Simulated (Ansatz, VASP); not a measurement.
## Two plane-wave programs on Mg

The input INCAR:

```
SYSTEM = Mg
  PREC = Accurate
  ENCUT = 520
  EDIFF = 1E-6
  ISMEAR = -1
  SIGMA = 0.1
  LREAL = .False.
  LASPH = .True.
  NELM = 100
  ALGO = Normal
  ISIF = 2
  LWAVE = .False.
  LCHARG = .False.
  GGA = B5
  ALDAX = 1.0
  AGGAX = 1.0
  AGGAC = 1.0
  ALDAC = 0.0
  NBANDS = 9
```

KPOINTS

```
regular mesh
0
Gamma
  14 14 7
  0 0 0
```

Contents of POSCAR:

```
Mg
1.0
   -2.1104393230      1.7381350341      1.5466984149
    1.7381350341     -2.1104393230      1.5466984149
    3.8951272051      3.8951272051     -2.2285744019
Mg
2
Direct
    0.9584308932      0.0415691068      1.0000000000
    0.7915691068      0.2084308932      0.5000000000
```

Input for Ansatz:

```yaml
crystal:
  lattice:
    - [-2.110439323, 1.7381350341, 1.5466984149]
    - [1.7381350341, -2.110439323, 1.5466984149]
    - [3.8951272051, 3.8951272051, -2.2285744019]
  atoms:
    - { symbol: Mg, position: [0.9584308932, 0.0415691068, 1.0] }
    - { symbol: Mg, position: [0.7915691068, 0.2084308932, 0.5] }
hamiltonian:
  xc: blyp
  pseudopotentials:
    kind: paw
    azcp:
      Mg: "pseudopotentials/Mg.paw.azcp"
basis:
  ecutwfc: 420
  fft_grid_basis: typed
kpoints:
  mp_grid: { grid: [14, 14, 7], shift: [0, 0, 0] }
magnetization:
  spin_polarized: false
scf:
  occupations: { method: fermi_dirac, width: 0.1 }
  lower_state_search: "off"
output:
  stress: true
  write_density: true
  write_potential: true
  elf: true
  volumetric_format: npy
```

Alike in both runs: task single point; functional BLYP; k mesh 14 × 14 × 7; occupations fermi-dirac, width 0.1 eV; no spin polarisation.

|  | VASP | Ansatz |
| --- | --- | --- |
| version | VASP 6.6.1 | Ansatz 0.2.0 |
| potentials or method | VASP PAW PBE potentials, release 64 (Mg) | plane waves (420 eV) with PAW, scalar-relativistic |
| plane-wave cutoff (eV) | 520 | 420 |
| valence electrons in the cell | 4 | 20 |

|  | VASP | Ansatz | Ansatz less VASP |
| --- | --- | --- | --- |
| pressure (GPa) | 3.1 | 3.1 | +0.03 |
| largest component of the traceless stress (GPa) | 0.41 | 0.41 | -0.001 |

The functional is the same, so the differences come from potentials, cutoffs and numerics. The two sets of potentials don't hold the same shells in valence.

Caveats: the PAW data sets were made with another functional, which shifts forces and pressure a little (VASP).
